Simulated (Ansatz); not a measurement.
# Lattice dynamics of HfO2 (Fm-3m), part 2 of 2

The cell of HfO2 (Fm-3m) is at rest. What are its phonons? After the zone centre comes a 4×4×4 q mesh on a 8×8×8 k mesh.

Ansatz 0.2.0; DFT PBEsol, scalar-relativistic, plane waves, PAW; PAW set soft_1.

So far. Step 2 (Zone-centre response): Before it was imposed, the acoustic sum rule was missed by 8.8e-6 eV/Å² and the charge sum rule by 9.3e-6 e. Small misses are needed for a sound result but don't prove that mesh and cutoff are converged. The lowest optical mode is real, 236 cm⁻¹.

## 3. Phonons on a q mesh

Stability and thermal properties need the whole zone. Linear response on a 4×4×4 q mesh gives force constants as far as a supercell of that size would, and the tensors from the zone-centre run are typed in so that the long-range dipole term is interpolated apart.

input.yaml reads:

```yaml
crystal:
  lattice:
    - [0.0, 2.5222544473, 2.5222544473]
    - [2.5222544473, 0.0, 2.5222544473]
    - [2.5222544473, 2.5222544473, 0.0]
  atoms:
    - { symbol: Hf, position: [0.0, 0.0, 0.0] }
    - { symbol: O, position: [0.25, 0.25, 0.25] }
    - { symbol: O, position: [0.75, 0.75, 0.75] }
kpoints:
  mp_grid: { grid: [8, 8, 8] }
hamiltonian:
  xc: pbesol
  pseudopotentials: { kind: paw, azcp: { folder: soft_1 }, xc_functional: pbe }
scf:
  occupations: { method: fixed }
output:
  eigenvalues: true
phonons:
  method: dfpt
  qmesh: [4, 4, 4]
  temperatures: { t_max: 1000, t_step: 50 }
  qpath:
    path:
      - [[0.0, 0.0, 0.0], [0.5, 0.0, 0.5], [0.625, 0.25, 0.625]]
      - [[0.375, 0.375, 0.75], [0.0, 0.0, 0.0], [0.5, 0.5, 0.5], [0.5, 0.25, 0.75], [0.5, 0.0, 0.5]]
    npoints: 10
  non_analytic_term:
    high_frequency_dielectric_tensor: [[5.3795, 0.0, 0.0], [0.0, 5.3795, 0.0], [0.0, 0.0, 5.3795]]
    born_effective_charges:
      - { species: Hf, tensor: [[5.5632, 0.0, 0.0], [0.0, 5.5632, 0.0], [0.0, 0.0, 5.5632]] }
      - { species: O, tensor: [[-2.7816, 0.0, 0.0], [0.0, -2.7816, 0.0], [0.0, 0.0, -2.7816]] }
      - { species: O, tensor: [[-2.7816, 0.0, 0.0], [0.0, -2.7816, 0.0], [0.0, 0.0, -2.7816]] }
    source: "zone-centre run at this cell"
```

Launch:

```
$ ansatz run input.yaml --threads 4 --pin off --max-ram 16384MiB --backend cpu --events-out ev --progress --plain --runs-dir out
```

Numbers of over 12 decimals in the logs are rounded to 6 here.

The program printed:

```text
Warning: phonons: the dynamical matrix that this run interpolates holds no multipole term above the dipole-dipole one, and a site of this crystal is no centre of inversion, so its interpolated transverse optical and acoustic branches and sound speeds can stay off near Gamma, and the density of states and the thermodynamics with them. What a run solves at a wave vector of phonons.qpoints, Gamma apart, where the deck admits one, is free of this, and under fd what a larger phonons.supercell samples
[...]
Crystal: 3 atoms, lattice volume = 32.092 Å³
Basis set: ecut = 420 eV, 609 PW (Γ), exchange–correlation on 48×48×48 points (8 copies of the dense FFT grid, shifted against one another)
Bands: 23, of which v1, the nominal top of the filled ones, is band 19 counted from 1 (18 counted from 0)
Symmetry: 48 space group operations
k-points: 29 of 512
[...]
SCF iter   1: F=—  HF=-16726.434850 eV  |F-HF|=—  |Δ(HF+E_count)|=         —  Δρ=9.04e-2  dr2=1.92e0  ethr=3.10e-3  ⟨swp⟩=4.2  Hψ=2195  notcnv=0  defer=56
[...]
SCF iter  10: F=-16725.850658 eV  HF=-16725.850658 eV  |F-HF|=3.64e-12  |Δ(HF+E_count)|=  2.55e-11  Δρ=4.01e-8  dr2=3.17e-13  ethr=1.00e-12  ⟨swp⟩=6.7  Hψ=4426  notcnv=0
SCF 1 converged in 10 iterations: F = -16725.850658 eV  dr2 = 3.17e-13
[...]
NSCF: frozen V_eff on 29 k-points
[...]
DFPT response loops at q = (0, 0, 0) (fractional): preconditioner auto → none (the input reference at scf.mixing.eps_inf says where Resta's filter doesn't serve); β = 0.50; Broyden in place of MSR1
[...]
SCF converged after 10 iterations
Free energy (F): -16725.850658 eV
[...]
Internal energy: -16725.850658 eV  (E = F + TS)
E sigma→0 (E₀):  -16725.850658 eV
Fermi energy:    14.968269 eV
[...]
--- Band table (eV; the first three rows and the last of 29) ---
  k-point 0: bands = [... 15 lower, 9.4160, 14.3343, 14.3343, 14.3343, 18.7760, 18.7760, 20.6746, 25.5706]
  k-point 1: bands = [... 15 lower, 9.8688, 13.8622, 14.0325, 14.0325, 19.0822, 19.0822, 21.2893, 24.8262]
  k-point 2: bands = [... 15 lower, 10.8976, 12.9268, 13.4935, 13.4935, 19.5348, 19.5348, 21.9327, 24.2584]
  k-point 28: bands = [... 15 lower, 12.3103, 12.3103, 13.4790, 14.7536, 19.7374, 20.1012, 22.1286, 22.1286]
--- Phonons (Γ-DFPT): 2 representative perturbations + reference (Σ response iterations 7) ---
  ASR residual: 1.718e-5 → 0.000e0 eV/Å²; symmetrization residual: 1.002e-7 eV/Å²
  ASR residual per site (eV/Å²): 9.07e-6 1.72e-5 1.72e-5
  Γ frequencies (cm⁻¹): 0.00 0.00 0.00 236.31 236.31 236.31 580.25 580.25 580.25
--- Phonons (arbitrary-q DFPT): 8 irreducible q on the 4×4×4 mesh ---
  q = [0.0000, 0.0000, 0.0000] (star 1, of the zone-centre solve; hermiticity 1.77e-8, symmetrization 4.38e-12): -0.00 -0.00 0.00 236.31 236.31 236.31 580.25 580.25 580.25
  q = [0.0000, 0.0000, 0.2500] (star 8, 2 solved perturbations on 288 of 512 k-point pairs; hermiticity 6.62e-8, symmetrization 3.13e-10): 77.05 77.05 146.63 320.26 320.26 537.52 555.52 555.52 605.68
[...]
q = [0.0000, 0.2500, 0.2500] (star 6, 4 solved perturbations in 528 linear systems a pass and spin channel, the states on 164 of 512 k-point pairs; hermiticity 1.74e-8, symmetrization 4.26e-9): 75.55 75.55 197.30 251.79 251.79 432.80 574.77 574.77 653.79
[...]
sum rule: each row above includes the acoustic sum rule's correction from the zone centre's row sums; it moved no ω² by more than (0.54 cm⁻¹)²
  mesh force constants: q→R imaginary residual 5.83e-18; ASR residual 1.718e-5 → 0.000e0 eV/Å²; symmetrization residual 7.994e-15 eV/Å²
  interpolated dispersion: 63 rows × 9 modes
  density of states and harmonic sums: on the 24×24×24 q-mesh, interpolated from the force constants of a 4×4×4 supercell (with the dipole–dipole term of supplied tensors)
  largest difference from the sums on the solved wave vectors: F 2.12e-2 eV, S 2.83e-5 and C_V 7.70e-6 eV/K
  zero-point energy: 0.193379 eV/cell   skipped modes (ω ≤ 0): 54, of them read as no rigid motion or as one in doubt: 51 (1.057e-1 modes/cell left out, lowest -220.62 cm⁻¹)   left out of the sums: 1.18e-2 of the cell's modes: C_V's classical limit lies that fraction below 3 k_B per atom; for a crystal, a wire or a layer, F and S can be off by more, and a phonons.interpolated_qmesh denser along its periods is the remedy for the sampling
```

Wall time 60 s (4 threads of Intel Xeon 6975P-C (Granite Rapids), shared host); peak memory 1.3 GiB; 3.7 min of CPU time.

This step gave:

```
sum-rule residual before enforcement                    : 1.72e-5 eV/Å²
lowest frequency on the path                            : -220.6 cm⁻¹
highest frequency on the path or at a solved wavevector : 691.1 cm⁻¹
lowest mode on the q mesh (acoustic modes at Γ apart)   : -220.6 cm⁻¹
```

Frequencies (cm⁻¹) solved at each irreducible wavevector; negative means imaginary. Frequencies by wavevector, by row:

| q in reciprocal lattice units | star | mode 1 | mode 2 | mode 3 | mode 4 | mode 5 | mode 6 | mode 7 | mode 8 | mode 9 |
| --- | --- | --- | --- | --- | --- | --- | --- | --- | --- | --- |
| 0 0 0 | 1 | 0 | 0 | 0 | 236.3 | 236.3 | 236.3 | 580.2 | 580.2 | 580.2 |
| 0 0 0.25 | 8 | 77 | 77 | 146.6 | 320.3 | 320.3 | 537.5 | 555.5 | 555.5 | 605.7 |
| 0 0 -0.5 | 4 | 88.3 | 88.3 | 193 | 403.1 | 403.1 | 499.7 | 515.8 | 515.8 | 588.8 |
| 0 0.25 0.25 | 6 | 75.5 | 75.5 | 197.3 | 251.8 | 251.8 | 432.8 | 574.8 | 574.8 | 653.8 |
| 0 0.25 -0.5 | 24 | 92 | 124.5 | 190.8 | 265.2 | 344 | 351 | 543 | 568 | 655.1 |
| 0 0.25 -0.25 | 12 | 89.3 | 118.5 | 190.4 | 220.6 | 424.7 | 455.4 | 477.9 | 583.6 | 629.9 |
| 0 -0.5 -0.5 | 3 | -220.6 | 96.6 | 96.6 | 254.6 | 307.9 | 307.9 | 560.5 | 560.5 | 691.1 |
| 0.25 -0.5 -0.25 | 6 | -30.9 | 100.1 | 185.9 | 185.9 | 238.8 | 464.1 | 464.1 | 601.9 | 664.1 |

Interpolated from a 4×4×4 q mesh, with the LO-TO term (at Γ the limit along the path; where Γ stands inside the path, tables give the limit on arrival). The phonon branches at the labelled points (cm⁻¹):

```csv
point,branch 1,branch 2,branch 3,branch 4,branch 5,branch 6,branch 7,branch 8,branch 9
Γ,0,0,0,236,236,580,580,580,617
halfway,76,76,197,252,252,433,575,575,654
X,-221,97,97,255,308,308,560,560,691
halfway,-192,95,115,241,315,326,554,564,686
U,-88,92,151,214,329,371,535,572,672
jump to K,-88,92,151,214,329,371,535,572,672
halfway,87,87,175,241,393,489,521,586,615
Γ,0,0,0,236,236,580,580,580,617
halfway,77,77,147,320,320,538,556,556,606
L,88,88,193,403,403,500,516,516,589
halfway,91,144,172,298,322,445,495,581,638
W,-31,100,186,186,239,464,464,602,664
halfway,-166,98,128,233,282,368,535,579,680
X,-221,97,97,255,308,308,560,560,691
```

The phonon branches as a text plot (rows in cm⁻¹):

```
    672 |      *************                            *********
    634 |******             ****  *******            ***
    596 |****               ************************* ********
    558 | ** ***************     *****   *****     ***        ***
    520 |   *             **    **          **********      **
    482 |    **             *****               ***   ******
    444 |      *            *  *                   ******* *
    406 |                  * ** *               *****       **
    368 |       *        ** *    *            **   ***        *
    330 |              *****                **       **        *
    292 |        ******           **      **          **      ***
    254 |***************        **********              *********
    216 |       *       ********                        *   **
    178 |    ***           ******            ***************
    140 |   *           *** ***  ***       **        ****   **
    102 |  *    *****************   *     *   *******************
     64 | * ****  **             ****    *****           *
     26 | **                        **  **
    -12 |*                            **
    -50 |                                                 **
    -88 |                 *
   -126 |                *                                  **
   -164 |               *
   -202 |           ****                                      ***
         Γ           X  U|K            Γ         L        W     X
```

The phonon density of states has structure finer than the step of the table below, so its rows give means over 50 cm⁻¹, whole bins alone (the curve runs from -225 to 695 cm⁻¹). Peaks (cm⁻¹: height): 95.0: 0.0641, 185.0: 0.0290, 575.0: 0.0462, 615.0: 0.0142.

Tetrahedra on a 24×24×24 mesh, mean over bins of 10 cm-1. Interpolated from a 4×4×4 q mesh. The phonon density of states by wavenumber; means over each step:

| wavenumber (cm⁻¹) | phonon density of states (1/cm⁻¹/cell) |
| --- | --- |
| -200 | 3.2e-4 |
| -150 | 6.0e-4 |
| -100 | 5.5e-4 |
| -50 | 4.3e-4 |
| 0 | 5.8e-4 |
| 50 | 0.00442 |
| 100 | 0.0307 |
| 150 | 0.0108 |
| 200 | 0.0152 |
| 250 | 0.0129 |
| 300 | 0.0124 |
| 350 | 0.0100 |
| 400 | 0.00987 |
| 450 | 0.00797 |
| 500 | 0.0112 |
| 550 | 0.0207 |
| 600 | 0.0169 |
| 650 | 0.0127 |

The partial phonon density of states has structure finer than the step of the table below, so its rows give means over 50 cm⁻¹, whole bins alone (the curve runs from -226 to 721 cm⁻¹). Peaks (cm⁻¹: height): Hf 89.9: 0.0552, 185.2: 0.0205; O 256.7: 0.0132, 572.3: 0.0375, 655.7: 0.0137.

Phonopy on the run's constants, 19x19x19 mesh, Gaussian sigma 6.8 cm-1. Interpolated from a 4×4×4 q mesh. Table of partial phonon density of states by wavenumber; means over each step; values in 1/cm⁻¹/cell:

| wavenumber (cm⁻¹) | Hf | O |
| --- | --- | --- |
| -200 | 0 | 3.4e-4 |
| -150 | 5.8e-6 | 5.9e-4 |
| -100 | 2.1e-5 | 6.4e-4 |
| -50 | 3.6e-5 | 4.4e-4 |
| 0 | 1.4e-4 | 2.5e-4 |
| 50 | 0.00398 | 5.8e-4 |
| 100 | 0.0288 | 0.00166 |
| 150 | 0.00967 | 0.00149 |
| 200 | 0.0125 | 0.00248 |
| 250 | 0.00312 | 0.00978 |
| 300 | 5.5e-4 | 0.0117 |
| 350 | 2.9e-4 | 0.00973 |
| 400 | 1.5e-4 | 0.00978 |
| 450 | 1.0e-4 | 0.00796 |
| 500 | 2.8e-5 | 0.0111 |
| 550 | 2.3e-5 | 0.0206 |
| 600 | 3.0e-4 | 0.0168 |
| 650 | 2.5e-4 | 0.0123 |

Symmetry leaves 8 wavevectors to solve. The lowest mode among them, the acoustic zeros apart, lies at q = (0, -0.5, -0.5) and is imaginary, 220.6i cm⁻¹, so the energy falls along it.

## 4. Finite displacements in a supercell

Finite displacements in a 2×2×2 supercell give force constants from forces alone. They are exact at the wavevectors that the supercell holds, where they check the linear-response result.

Changes to input.yaml since step 3:

```diff
@@ -19,4 +19,4 @@
 phonons:
-  method: dfpt
-  qmesh: [4, 4, 4]
+  method: fd
+  supercell: [2, 2, 2]
   temperatures: { t_max: 1000, t_step: 50 }
```

The program printed:

```text
[...]
Crystal: 24 atoms, lattice volume = 256.736 Å³
Basis set: ecut = 420 eV, 5029 PW (Γ), exchange–correlation on 96×96×96 points (8 copies of the dense FFT grid, shifted against one another)
Bands: 183, of which v1, the nominal top of the filled ones, is band 152 counted from 1 (151 counted from 0)
Symmetry: 384 space group operations
k-points: 8 of 64
[...]
SCF iter   1: F=—  HF=-133806.805262 eV  |F-HF|=—  |Δ(HF+E_count)|=         —  Δρ=4.91e-8  dr2=3.65e-12  ethr=1.00e-12  ⟨swp⟩=3.0  Hψ=3649  notcnv=0
[...]
SCF iter   2: F=-133806.805262 eV  HF=-133806.805262 eV  |F-HF|=2.91e-11  |Δ(HF+E_count)|=  2.91e-11  Δρ=1.40e-8  dr2=2.32e-13  ethr=1.00e-12  ⟨swp⟩=3.6  Hψ=4156  notcnv=0
SCF 1 converged in 2 iterations: F = -133806.805262 eV  dr2 = 2.32e-13
[...]
Symmetry: 8 space group operations
k-points: 13 of 64 (time reversal used)
iter 1 solved again at ethr=2.03e-8 eV; its pass at ethr=3.10e-3 eV (dr2=6.18e-5 eV) is discarded
[...]
SCF iter  10: F=-133806.805216 eV  HF=-133806.805216 eV  |F-HF|=0.00e0  |Δ(HF+E_count)|=    0.00e0  Δρ=1.63e-8  dr2=5.23e-13  ethr=1.00e-12  ⟨swp⟩=7.1  Hψ=12660  notcnv=0
SCF 2 converged in 10 iterations: F = -133806.805216 eV  dr2 = 5.23e-13
Symmetry: 4 space group operations
k-points: 18 of 64 (time reversal used)
[...]
SCF iter   9: F=-133806.805222 eV  HF=-133806.805222 eV  |F-HF|=2.91e-11  |Δ(HF+E_count)|=  2.91e-11  Δρ=3.67e-8  dr2=3.26e-12  ethr=1.00e-12  ⟨swp⟩=7.5  Hψ=19984  notcnv=0
SCF 3 converged in 9 iterations: F = -133806.805222 eV  dr2 = 3.26e-12
[...]
SCF converged after 2 iterations
Free energy (F): -133806.805262 eV
[...]
Internal energy: -133806.805262 eV  (E = F + TS)
E sigma→0 (E₀):  -133806.805262 eV
Fermi energy:    14.968270 eV
[...]
--- Band table (eV; the first three rows and the last of 8) ---
  k-point 0: bands = [... 148 lower, 14.3343, 14.9683, 14.9683, 14.9683, 18.6561, 18.6561, 18.6561, 18.7760, ... 27 higher]
  k-point 1: bands = [... 148 lower, 14.0325, 14.6044, 14.6044, 14.6044, 18.9521, 18.9521, 18.9521, 19.0822, ... 27 higher]
  k-point 2: bands = [... 148 lower, 13.7364, 13.7364, 13.7364, 13.7364, 19.4082, 19.4082, 19.4082, 19.4082, ... 27 higher]
  k-point 7: bands = [... 148 lower, 14.2639, 14.2639, 14.2639, 14.2639, 19.3982, 19.3982, 19.3982, 19.3982, ... 27 higher]
--- Phonons: 2 displaced members + reference (amplitude 0.0025 Å, Σ member SCF iterations 19) ---
  symmetry images taken by strict's conditions (phonons.symmetry_images: auto; settled by no image being taken that strict refuses)
  ASR residual: 6.570e-4 → 0.000e0 eV/Å²; symmetrization residual: 9.597e-5 eV/Å²
  largest component of a force at the reference: 1.1e-18 eV/Å
  ASR residual per site (eV/Å²): 6.57e-4 4.80e-4 4.80e-4
  Γ frequencies (cm⁻¹): 0.00 0.00 0.00 236.33 236.33 236.33 580.26 580.26 580.26
[...]
```

Elapsed: 23 s, on 4 threads; peak memory 1.6 GiB.

Numbers from this step:

| Item | Value |
| --- | --- |
| atoms in the supercell | 24 |
| sum-rule residual before enforcement | 6.57e-4 eV/Å² |
| highest optical mode at the zone centre (no LO-TO term) | 580.3 cm⁻¹ |

Interpolated from a 2×2×2 supercell, rough between the solved points, with the LO-TO term (at Γ the limit along the path; where Γ stands inside the path, tables give the limit on arrival). The phonon branches at the labelled points (cm⁻¹):

```csv
point,branch 1,branch 2,branch 3,branch 4,branch 5,branch 6,branch 7,branch 8,branch 9
Γ,0,0,0,236,236,580,580,580,617
halfway,73,73,191,284,284,392,577,577,657
X,-221,97,97,255,308,308,560,560,691
halfway,-189,97,112,243,317,321,557,564,683
U,-50,99,144,215,342,353,544,575,661
jump to K,-50,99,144,215,342,353,544,575,661
halfway,93,95,162,272,408,490,495,592,607
Γ,0,0,0,236,236,580,580,580,617
halfway,79,79,140,336,336,543,543,544,600
L,88,88,193,403,403,500,516,516,589
halfway,95,145,189,299,306,449,500,606,611
W,99,175,179,184,184,468,468,630,631
halfway,-153,98,127,234,279,368,538,582,674
X,-221,97,97,255,308,308,560,560,691
```

The phonon branches as a text plot (rows in cm⁻¹):

```
    672 |      ************                                 *****
    634 |******            **       *****              *****
    596 |******            *****************************    **
    558 | **   ************       ****   ****      **         ***
    520 |   *              **    *           *********      **
    482 |                    ****                **   ******
    444 |    **              ***                   ******  *
    406 |      *            *** *              *****        **
    368 |                 **     *           **    **
    330 |              ****       **        *        *        **
    292 |      ********             *     **          *       ***
    254 |******   ******     *************             *    *****
    216 |       **      *** *                           *  ***
    178 |    *** *         ******             **************
    140 |   *           **** **  *          **       ***   ***
    102 |  *     *******************      ** ********************
     64 | * *****                ****    ****
     26 | **                        **  *
    -12 |*                            **
    -50 |                 *                                 *
    -88 |         **     *
   -126 |                                                    *
   -164 |               *                                     *
   -202 |           ****                                       **
         Γ           X  U|K            Γ         L        W     X
```

Tetrahedra on a 22×22×22 mesh, mean over bins of 10 cm-1. Interpolated from a 2×2×2 supercell, rough between the solved points. Table of phonon density of states by wavenumber; read off at these points:

```csv
wavenumber (cm⁻¹),phonon density of states (1/cm⁻¹/cell)
-225,0
-195,4.3e-4
-165,5.6e-4
-125,4.9e-4
-95,4.3e-4
-65,3.4e-4
-35,3.3e-4
-5,3.6e-4
25,7.2e-4
65,0.00643
95,0.0719
125,0.0136
155,0.0122
185,0.0263
215,0.00932
255,0.0074
285,0.0143
305,0.0162
315,0.0137
345,0.0111
375,0.0109
405,0.0109
445,0.0118
475,0.00437
505,0.0125
535,0.0135
565,0.0182
575,0.0329
595,0.0249
635,0.0127
665,0.00704
695,5.0e-5
```

At Γ the two methods differ by at most 0.0 cm⁻¹.

## 5. Outcome

| Property | Result |
| --- | --- |
| space group (within 0.01 Å) | Fm-3m |
| volume per atom | 10.7 Å³ |
| gap on the k-mesh | 3.69 eV |
| highest optical mode at the zone centre (no LO-TO term) | 580 cm⁻¹ |
| top of the zone-centre spectrum with the field | 617 cm⁻¹ |
| lowest optical zone-centre mode | 236 cm⁻¹ |
| mean high-frequency dielectric constant | 5.38 |
| mean static dielectric constant | 36.7 |
| largest Born charge (third of the trace) | 5.56 e |
| lowest mode on the q mesh (acoustic modes at Γ apart) | -221 cm⁻¹ |
| highest frequency on the path or at a solved wavevector | 691 cm⁻¹ |
| imaginary modes on the 4×4×4 q mesh | yes |

**Reading.** Modes are clearly imaginary (beyond 10i cm⁻¹) at 2 of the 8 irreducible wavevectors, most at q = (0, -0.5, -0.5) (220.6i cm⁻¹), so this structure is not a minimum of the energy. Without the field, the optical modes at Γ span 236 to 580 cm⁻¹. The highest mode in this list at Γ, 580.2 cm⁻¹, is mostly motion of O (100 % of the kinetic energy). With the macroscopic field of the longitudinal modes the top of the zone-centre spectrum lies at 617 cm⁻¹, against 580 cm⁻¹ without it. Lattice motion raises the mean dielectric constant from 5.380 to 36.70. The strongest infrared line is at 236 cm⁻¹. Finite displacements and linear response differ by 0.0 cm⁻¹ in the highest zone-centre mode. The program warns that the interpolation holds no quadrupole term, so branches close to Γ can be off in this crystal. Spin-orbit coupling is left out, which can matter for the heavy elements here. The PAW files were made for PBE and serve the other functionals too. These are harmonic frequencies at zero temperature: anharmonic shifts, linewidths and thermal expansion are left out.

[Logs are printed without paths, hosts, clocks, repeated set-up lines and the standing remarks that a program may print on its own settings, such as how far it seeks lower states.]

[Hosts, paths, dates, database ids (printed as entryN), source tags and the programs' standing remarks are cut or masked in the printed files.]
